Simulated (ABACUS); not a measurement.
# BAs (F-43m) in ABACUS: a series of runs

The runs below take BAs through equation of state, with PBE.

Everything below comes from runs of ABACUS 3.10.1. Logs are shortened: lines on timing, memory, paths and dates and some standing lists are left out, and cuts for length are marked.

**Experimental background.**

“Basic Physical Properties of Cubic Boron Arsenide”, 2019, arxiv:1911.11281 quotes, for a bulk crystal of BAs: bulk modulus 148 GPa.

The results are compared with them further down.

## (1) The crystal as given

It takes space group F-43m (No. 216, cubic). Conventional cell: a = 4.777 Å, b = 4.777 Å, c = 4.777 Å, α = 90.00°, β = 90.00°, γ = 90.00°. As (site symmetry -43m) is surrounded by 4 B at 2.07 Å. B (site symmetry -43m) has 4 As at 2.07 Å as nearest neighbours.

## (2) Equation of state, PBE, 12.81 Å³/atom (volume scaled by 0.94)

Input file run_abacus.py:

```python
"""ABACUS run from a structure file: ASE reads it, the script writes STRU, KPT and INPUT."""
import re
import subprocess
from ase.io import read
from ase.units import Bohr

atoms = read("BAs.xyz")
atoms = atoms[(-atoms.numbers).argsort(kind="stable")]  # ABACUS lists atoms element by element
pseudo = {'As': 'As.upf', 'B': 'B.upf'}
orbital = {}
magmoms = None
kmesh = [7, 7, 7]
params = {
    'suffix': 'BAs',
    'calculation': 'scf',
    'basis_type': 'pw',
    'pseudo_dir': './',
    'symmetry': 1,
    'dft_functional': 'pbe',
    'ecutwfc': 84,
    'pseudo_rcut': 7,
    'nspin': 1,
    'nbands': 13,
    'ks_solver': 'dav',
    'smearing_method': 'fd',
    'smearing_sigma': 0.00367493,
    'scf_thr': 1e-08,
    'scf_nmax': 100,
    'mixing_type': 'broyden',
    'mixing_beta': 0.7,
    'cal_force': 1,
    'cal_stress': 1,
    'kpar': 4,
}

symbols = atoms.get_chemical_symbols()
elements = list(dict.fromkeys(symbols))
lines = ["ATOMIC_SPECIES"] + [f"{e} {atoms.get_masses()[symbols.index(e)]:.4f} {pseudo[e]}" for e in elements]
if orbital:
    lines += ["", "NUMERICAL_ORBITAL"] + [orbital[e] for e in elements]
lines += ["", "LATTICE_CONSTANT", f"{1 / Bohr:.10f}", "", "LATTICE_VECTORS"]
lines += [" ".join(f"{x:.10f}" for x in v) for v in atoms.cell]
lines += ["", "ATOMIC_POSITIONS", "Direct"]
for e in elements:
    lines += ["", e, "0.0", str(symbols.count(e))]
    for i, p in enumerate(atoms.get_scaled_positions(wrap=False)):
        if symbols[i] == e:
            mag = "" if magmoms is None else " mag " + " ".join(str(x) for x in (magmoms[i] if isinstance(magmoms[i], list) else [magmoms[i]]))
            lines.append(" ".join(f"{x:.10f}" for x in p) + " 1 1 1" + mag)
open("STRU", "w").write("\n".join(lines) + "\n")
open("KPT", "w").write("K_POINTS\n0\nGamma\n%d %d %d 0 0 0\n" % tuple(kmesh))
open("INPUT", "w").write("INPUT_PARAMETERS\n" + "".join(f"{k:<20s}{v}\n" for k, v in params.items()))

done = subprocess.run(['mpirun', '-np', '4', 'abacus'])
if done.returncode:
    raise SystemExit(done.returncode)
log = open("OUT.BAs/running_scf.log").read()
print("final energy (eV):", re.findall(r"FINAL_ETOT_IS (\S+)", log))
```

Input file BAs.xyz:

```xyz
2
Lattice="0.0000000000 2.3397414207 2.3397414207 2.3397414207 0.0000000000 2.3397414207 2.3397414207 2.3397414207 0.0000000000" Properties=species:S:1:pos:R:3 pbc="T T T"
As     3.5096121310      3.5096121310      3.5096121310
B      0.0000000000      0.0000000000      0.0000000000
```

Potentials or basis: PseudoDojo NC SR 0.4.1 PBE standard, plane waves.

On the command line:

```bash
OMP_NUM_THREADS=1 python run_abacus.py > log
```

running log:

```text
ABACUS v3.10.1

               Atomic-orbital Based Ab-initio Computation at UStc

 ------------------------------------------------------------------------------------

 READING GENERAL INFORMATION
                           global_out_dir = OUT.BAs/
                           global_in_card = INPUT
                               pseudo_dir = ./
                              orbital_dir =
                                    DSIZE = 4
                                    GSIZE = 1

 READING UNITCELL INFORMATION
                                    ntype = 2
                  lattice constant (Bohr) = 1.88973
              lattice constant (Angstrom) = 1

 READING ATOM TYPE 1
                               atom label = As
                      L=0, number of zeta = 1
                      L=1, number of zeta = 1
                      L=2, number of zeta = 1
             number of atom for this type = 1

 READING ATOM TYPE 2
                               atom label = B
                      L=0, number of zeta = 1
                      L=1, number of zeta = 1
                      L=2, number of zeta = 1
             number of atom for this type = 1

                        TOTAL ATOM NUMBER = 2
DIRECT COORDINATES
    atom                   x                   y                   z     mag                  vx                  vy                  vz
taud_As1            0.7500000000        0.7500000000        0.7500000000  0.0000        0.0000000000        0.0000000000        0.0000000000
taud_B1            0.0000000000        0.0000000000        0.0000000000  0.0000        0.0000000000        0.0000000000        0.0000000000

                          Volume (Bohr^3) = 172.874
                             Volume (A^3) = 25.6173

 Lattice vectors: (Cartesian coordinate: in unit of a_0)
                   +0            +2.33974            +2.33974
             +2.33974                  +0            +2.33974
             +2.33974            +2.33974                  +0
 Reciprocal vectors: (Cartesian coordinate: in unit of 2 pi/a_0)
            -0.213699           +0.213699           +0.213699
            +0.213699           -0.213699           +0.213699
            +0.213699           +0.213699           -0.213699
 The esolver type has been set to : ksdft_pw

                PAO radial cut off (Bohr) = 7

 Read in pseudopotential file is As.upf
                     pseudopotential type = NC
          exchange-correlation functional = PBE
                 nonlocal core correction = 1
                        valence electrons = 15
                                     lmax = 2
                           number of zeta = 3
                     number of projectors = 6
                           L of projector = 0
[... 5 lines left out ...]
                PAO radial cut off (Bohr) = 7

 Read in pseudopotential file is B.upf
                     pseudopotential type = NC
          exchange-correlation functional = PBE
                 nonlocal core correction = 1
                        valence electrons = 3
                                     lmax = 1
                           number of zeta = 2
                     number of projectors = 4
                           L of projector = 0
                           L of projector = 0
                           L of projector = 1
                           L of projector = 1
     initial pseudo atomic orbital number = 13

 SETUP THE ELECTRONS NUMBER
            electron number of element As = 15
      total electron number of element As = 15
             electron number of element B = 3
       total electron number of element B = 3
            AUTOSET number of electrons:  = 18
                           occupied bands = 9
                                   NBANDS = 13
                                   NLOCAL = 18

%%%%%%%%%%%%%%%%%%%%%%%%%%%%%%%%%%%%%%%%%%%%%%%%%%%%%%%%%%%%%%%%%%%%%%%%%%%%%%%%%%%%%%%%%%%%%%%%%%%%%%%%%%
 Warning: the number of valence electrons in pseudopotential > 5 for As: [Ar] 3d10 4s2 4p3
 Pseudopotentials with additional electrons can yield (more) accurate outcomes, but may be less efficient.
 If you're confident that your chosen pseudopotential is appropriate, you can safely ignore this warning.
%%%%%%%%%%%%%%%%%%%%%%%%%%%%%%%%%%%%%%%%%%%%%%%%%%%%%%%%%%%%%%%%%%%%%%%%%%%%%%%%%%%%%%%%%%%%%%%%%%%%%%%%%%

 SETUP THE PLANE WAVE BASIS
 energy cutoff for charge/potential (unit:Ry) = 336
            fft grid for charge/potential = [ 40, 40, 40 ]
                        fft grid division = [ 1, 1, 1 ]
        big fft grid for charge/potential = [ 40, 40, 40 ]
                                     nbxx = 64000
                                     nrxx = 64000

 SETUP PLANE WAVES FOR CHARGE/POTENTIAL
                    number of plane waves = 18053
[... 73 lines left out ...]
(for k-lattice: )
                             BRAVAIS TYPE = 2
                     BRAVAIS LATTICE NAME = 02. Cubic I (body-centered)
                                    ibrav = 2
                       right hand lattice = 1
                        ROTATION MATRICES = 48
                               nkstot_ibz = 20
K-POINTS REDUCTION ACCORDING TO SYMMETRY
     IBZ    DIRECT_X    DIRECT_Y    DIRECT_Z  WEIGHT  ibz2bz
       1  0.00000000  0.00000000  0.00000000  0.0029       0
       2  0.14285714  0.14285714  0.14285714  0.0233       1
       3  0.28571429  0.28571429  0.28571429  0.0233       2
       4  0.42857143  0.42857143  0.42857143  0.0233       3
       5  0.14285714  0.14285714  0.00000000  0.0175       8
       6  0.28571429  0.14285714  0.28571429  0.0700       9
[... 12 lines left out ...]
      19 -0.42857143  0.42857143  0.14285714  0.0700      74
      20 -0.28571429  0.42857143  0.28571429  0.0700      75

                               nkstot now = 20
[... K-POINTS DIRECT COORDINATES: 20 rows ...]

           k-point number in this process = 5
       minimum distributed K point number = 5
[... stars of the k points ...]

[... K-POINTS CARTESIAN COORDINATES: 5 rows ...]

[... K-POINTS DIRECT COORDINATES: 5 rows ...]

 SETUP PLANE WAVES FOR WAVE FUNCTIONS
     energy cutoff for wavefunc (unit:Ry) = 84
              fft grid for wave functions = [ 40, 40, 40 ]
                    number of plane waves = 2685
                         number of sticks = 253

 PARALLEL PW FOR WAVE FUNCTIONS
     PROC   COLUMNS(POT)             PW
        1            253           2685
 --------------- sum -------------------
        1            253           2685

 SETUP NONLOCAL PSEUDOPOTENTIALS IN PLANE WAVE BASIS
 As non-local projectors:
 projector 1 L=0
 projector 2 L=0
 projector 3 L=1
 projector 4 L=1
 projector 5 L=2
 projector 6 L=2
 B non-local projectors:
 projector 1 L=0
 projector 2 L=0
 projector 3 L=1
 projector 4 L=1
      TOTAL NUMBER OF NONLOCAL PROJECTORS = 26

 Init Non-Local PseudoPotential table :
 Init Non-Local-Pseudopotential done.

                                     npwx = 2247

 Make real space PAO into reciprocal space.
       max mesh points in Pseudopotential = 701
     dq(describe PAO in reciprocal space) = 0.01
                                    max q = 1104

 number of pseudo atomic orbitals for As is 3
WARNING: norm of atomic wavefunction # 2 of atomic type As is 0.999979, renormalized
WARNING: norm of atomic wavefunction # 3 of atomic type As is 0.998412, renormalized

 number of pseudo atomic orbitals for B is 2
WARNING: norm of atomic wavefunction # 1 of atomic type B is 0.999868, renormalized
WARNING: norm of atomic wavefunction # 2 of atomic type B is 0.997328, renormalized

 -------------------------------------------
 SELF-CONSISTENT
 -------------------------------------------
                                 init_chg = atomic

 PW ALGORITHM --------------- ION=   1  ELEC=   1--------------------------------
 Notice: Threshold on eigenvalues was too large.
 hsover_error=0.18 > DRHO=0.176144
 Origin diag ethr = 0.01
 New diag ethr = 0.000978575

 Density error is 0.17674234644
                          Error Threshold = 0.000978575260247
----------------------------------------------------------
     Energy           Rydberg                 eV
----------------------------------------------------------
 E_KohnSham     -217.9705171897      -2965.6410297866
 E_Harris       -218.9950592752      -2979.5806399899
 E_Fermi        0.8992440140         12.2348424829
----------------------------------------------------------
[... 63 lines left out ...]
 Density error is 4.07468718582e-09
                          Error Threshold = 2.59473511339e-10
----------------------------------------------------------
     Energy           Rydberg                 eV
----------------------------------------------------------
 E_KohnSham     -218.0128075489      -2966.2164196419
 E_KS(sigma->0) -218.0128075373      -2966.2164194844
 E_Harris       -218.0131959585      -2966.2217042261
 E_band         -14.1097258609       -191.9726689263
 E_one_elec     -97.9078647376       -1332.1048394445
 E_Hartree      59.4803458398        809.2716224325
 E_xc           -50.0998645871       -681.6436274124
 E_Ewald        -129.4854240409      -1761.7395749027
 E_entropy(-TS) -0.0000000231        -0.0000003149
 E_descf        0.0000000000         0.0000000000
 E_exx          0.0000000000         0.0000000000
 E_Fermi        0.9503674431         12.9304124193
----------------------------------------------------------

 charge density convergence is achieved
 final etot is -2966.2164196 eV
 EFERMI = 12.930412419 eV

 STATE ENERGY(eV) AND OCCUPATIONS    NSPIN == 1
 1/5 kpoint (Cartesian) = 0.0000 0.0000 0.0000 (2229 pws)
       1       -23.6427     0.00583090
       2       -23.6427     0.00583090
       3       -23.6427     0.00583090
       4       -23.6171     0.00583090
       5       -23.6171     0.00583090
       6       -3.60373     0.00583090
       7        12.3730     0.00583082
       8        12.3730     0.00583082
       9        12.3730     0.00583082
      10        15.7473    1.98669e-27
      11        15.7473    1.98669e-27
      12        15.7473    1.98669e-27
      13        17.8632    8.31494e-46
[... 47 lines left out ...]
       1       -23.6439      0.0349854
       2       -23.6389      0.0349854
       3       -23.6389      0.0349854
       4       -23.6184      0.0349854
       5       -23.6156      0.0349854
       6       -3.13236      0.0349854
       7        10.6166      0.0349854
       8        10.8750      0.0349854
       9        10.8750      0.0349854
      10        14.8504    7.36857e-19
      11        17.7556    4.29603e-44
      12        17.7556    4.29603e-44
      13        18.6303    1.08557e-51

------------------------------------------------------------------------------------------
 TOTAL-FORCE (eV/Angstrom)
------------------------------------------------------------------------------------------
                       As1         0.0000000000         0.0000000000         0.0000000000
                        B1         0.0000000000         0.0000000000         0.0000000000
------------------------------------------------------------------------------------------

----------------------------------------------------------------
 TOTAL-STRESS (KBAR)
----------------------------------------------------------------
       127.0878640761        -0.0000000000         0.0000000000
         0.0000000000       127.0878640761        -0.0000000000
         0.0000000000        -0.0000000000       127.0878640761
----------------------------------------------------------------
 TOTAL-PRESSURE: 127.087864 KBAR

 --------------------------------------------
 !FINAL_ETOT_IS -2966.2164196418843858 eV
 --------------------------------------------
```

It took 2.5 s on 4 MPI ranks of AMD EPYC 9R45 (Zen 5), shared host; peak memory 0.36 GiB.

What came out:

| Quantity | Value |
| --- | --- |
| Free energy | -2966.2164 eV |
| Pressure | 12.7 GPa |
| Band gap on the k mesh | 1.15 eV, indirect (least direct gap 3.37 eV) |

Caveat: an odd mesh through Γ misses points on the zone boundary, where band edges often lie.

## (3) Equation of state, PBE, 13.35 Å³/atom (volume scaled by 0.98)

run_abacus.py is that of step 2.

Input file BAs.xyz:

```xyz
2
Lattice="0.0000000000 2.3724693156 2.3724693156 2.3724693156 0.0000000000 2.3724693156 2.3724693156 2.3724693156 0.0000000000" Properties=species:S:1:pos:R:3 pbc="T T T"
As     3.5587039734      3.5587039734      3.5587039734
B      0.0000000000      0.0000000000      0.0000000000
```

Potentials or basis: PseudoDojo NC SR 0.4.1 PBE standard, plane waves.

On the command line:

```bash
OMP_NUM_THREADS=1 python run_abacus.py > log
```

Run time: 2.5 s. Hardware: 4 MPI ranks of AMD EPYC 9R45 (Zen 5), shared host; peak memory 0.36 GiB.

Results (log left out):

```
Free energy            : -2966.2786 eV
Pressure               : 5.7 GPa
Band gap on the k mesh : 1.20 eV, indirect (least direct gap 3.32 eV)
```

Caveat: an odd mesh through Γ misses points on the zone boundary, where band edges often lie.

## (4) Equation of state, PBE, 13.90 Å³/atom (volume scaled by 1.02)

run_abacus.py is that of step 3.

Input file BAs.xyz:

```xyz
2
Lattice="0.0000000000 2.4043183418 2.4043183418 2.4043183418 0.0000000000 2.4043183418 2.4043183418 2.4043183418 0.0000000000" Properties=species:S:1:pos:R:3 pbc="T T T"
As     3.6064775127      3.6064775127      3.6064775127
B      0.0000000000      0.0000000000      0.0000000000
```

On the command line:

```bash
OMP_NUM_THREADS=1 python run_abacus.py > log
```

It took 2.6 s on 4 MPI ranks of AMD EPYC 9R45 (Zen 5), shared host; peak memory 0.36 GiB.

Results (log left out):

```
Free energy            : -2966.2977 eV
Pressure               : 0.0 GPa
Band gap on the k mesh : 1.24 eV, indirect (least direct gap 3.27 eV)
```

Caveat: an odd mesh through Γ misses points on the zone boundary, where band edges often lie.

## (5) Equation of state, PBE, 14.44 Å³/atom (volume scaled by 1.06)

run_abacus.py is that of step 4.

Input file BAs.xyz:

```xyz
2
Lattice="0.0000000000 2.4353452264 2.4353452264 2.4353452264 0.0000000000 2.4353452264 2.4353452264 2.4353452264 0.0000000000" Properties=species:S:1:pos:R:3 pbc="T T T"
As     3.6530178396      3.6530178396      3.6530178396
B      0.0000000000      0.0000000000      0.0000000000
```

On the command line:

```bash
OMP_NUM_THREADS=1 python run_abacus.py > log
```

Run time: 2.6 s. Hardware: 4 MPI ranks of AMD EPYC 9R45 (Zen 5), shared host; peak memory 0.36 GiB.

Results (log left out):

- Free energy: -2966.2816 eV
- Pressure: -4.7 GPa
- Band gap on the k mesh: 1.27 eV, indirect (least direct gap 3.22 eV)

Caveat: an odd mesh through Γ misses points on the zone boundary, where band edges often lie.

## (6) Equation of state, PBE

Potentials or basis: PseudoDojo NC SR 0.4.1 PBE standard, plane waves.

This step only gathers the single runs of the series.

Results:

* Equilibrium volume: 13.90 Å³/atom
* Bulk modulus: 131 GPa
* Pressure derivative of the bulk modulus: 4.1 (rough: it moves with the points fitted)

Energy against volume, from the lowest point:
| volume (Å³/atom) | energy (meV/atom) |
| --- | --- |
| 12.809 | 40.65 |
| 13.354 | 9.56 |
| 13.899 | 0.00 |
| 14.444 | 8.07 |

PBE usually gives volumes a little too large and moduli too small.

## (7) Against experiment

Step 6. Against the measured bulk modulus of BAs, 148 GPa (quoted in “Basic Physical Properties of Cubic Boron Arsenide”, 2019, arxiv:1911.11281), the calculated 131 GPa is off by -11.2 %. The fit is for a static lattice scaled at fixed shape and fixed fractional positions.
